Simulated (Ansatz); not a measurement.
Crystal: WC (Qusongite).

```
W C
1.0
     2.90650    0.00000    0.00000
    -1.45325    2.51710    0.00000
     0.00000    0.00000    2.83660
W C
1 1
Direct
  0.00000 0.00000 0.00000
  0.66667 0.33333 0.50000
```

Base run:

* Program: Ansatz 0.2.0
* Functional: LDA
* Potentials or basis: all-electron LAPW, scalar-relativistic
* Cutoff: 335 eV (chosen from the basis error)
* Basis error allowed: 0.001 eV/atom
* k mesh: 10 × 10 × 9
* Occupations: fermi-dirac, width 0.05 eV
* Spin: no spin polarisation

Its results: pressure -9.7 GPa.

Q: The run is repeated on the same cell with these changes: functional from LDA to PBE. What comes out?

A: Pressure 5.7 GPa.

PBE binds less tightly than LDA, so the same cell stands under more pressure.
